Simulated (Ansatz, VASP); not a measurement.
AgCl in VASP and in Ansatz

The input INCAR:

```
ALGO     = Fast           # electronic algorithm
EDIFF    = 1E-6           # SCF threshold, eV
ENCUT    = 520            # plane-wave cutoff, eV
ISIF     = 2              # what is computed and relaxed
ISMEAR   = 0              # smearing method
LASPH    = True           # aspherical terms in the spheres
LCHARG   = False          # write CHGCAR
LREAL    = False          # projectors in reciprocal space
LWAVE    = False          # write WAVECAR
NBANDS   = 26             # bands
NELM     = 100            # most SCF steps
PREC     = Accurate       # precision mode
SIGMA    = 0.01           # smearing width, eV
```

The input KPOINTS:

```
k-points
0
Gamma
  3 3 2
```

The input POSCAR:

```
AgCl
1.0
    3.5300000000      0.0000000000      0.0000000000
    0.0000000000      4.0110000000      0.0000000000
   -0.9725508841      0.0000000000      5.1520087129
Ag Cl
2 2
Direct
    0.1570000000      0.2500000000      0.2100000000
    0.8430000000      0.7500000000      0.7900000000
    0.3080000000      0.2500000000      0.7050000000
    0.6920000000      0.7500000000      0.2950000000
```

Input for Ansatz:

```yaml
crystal:
  lattice:
    - [3.53, 0.0, 0.0]
    - [0.0, 4.011, 0.0]
    - [-0.9725508841326279, 0.0, 5.152008712897605]
  atoms:
    - { symbol: Ag, position: [0.15700000000000003, 0.25, 0.21000000000000002] }
    - { symbol: Ag, position: [0.8430000000000001, 0.7500000000000001, 0.79] }
    - { symbol: Cl, position: [0.308, 0.25, 0.705] }
    - { symbol: Cl, position: [0.692, 0.7500000000000001, 0.295] }
kpoints:
  mp_grid:
    grid: [3, 3, 2]
hamiltonian:
  xc: lda
scf:
  n_extra_bands: 12
  convergence:
    dr2_threshold: 1.0e-06
  lower_state_search: light
  occupations:
    method: fixed
output:
  eigenvalues: true
```

Alike in both runs: task single point; functional LDA; k mesh 3 × 3 × 2; no spin polarisation.

|  | VASP | Ansatz |
| --- | --- | --- |
| version | VASP 6.6.1 | Ansatz 0.2.0 |
| potentials or method | VASP PAW LDA potentials, release 64 (Ag, Cl) | plane waves, PAW |
| plane-wave cutoff (eV) | 520 | 420 |
| occupations | gaussian, width 0.01 eV | fixed |
| valence electrons in the cell | 36 | 52 |

Ansatz gave:

| Item | Value |
| --- | --- |
| gap on the k mesh at the Fermi level (eV) | 0.57 |

**Question.** Which values does VASP return?

**Answer.** gap on the k mesh at the Fermi level (eV): 0.60.

The two sets of potentials don't hold the same shells in valence.

Caveats: the k mesh is coarse (spacing up to 0.61 Å⁻¹), so the values aren't converged; an odd mesh through Γ misses points on the zone boundary, where band edges often lie.
